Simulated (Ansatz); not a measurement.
Ge:

```
Ge
1.0
     0.00000    2.82891    2.82891
     2.82891    0.00000    2.82891
     2.82891    2.82891    0.00000
Ge
2
Direct
  0.75000 0.75000 0.75000
  0.50000 0.50000 0.50000
```

Program: Ansatz 0.2.0. Alike in all runs: potentials or basis Ansatz PAW; no spin polarisation; cell as given; k mesh 5 × 5 × 5; smearing fermi-dirac 0.05 eV. Hardware: 2 threads of Arm Neoverse V1, on a shared host.

Problem. Order these runs on this cell by their wall time, lowest first.
A. task band structure; level HSE06; cutoff (eV) 420; points for each segment of the path 4; mesh quality not flagged
B. task band structure; level BLYP; cutoff (eV) 420; points for each segment of the path 14; mesh quality coarse
C. task single point; level r2SCAN0; cutoff (eV) 500; mesh quality not flagged

Solution. B (1.6 s), C (17 s), A (190 s).

Caveats: some runs use coarse meshes.

Runs at the PBE level aren't shown here.
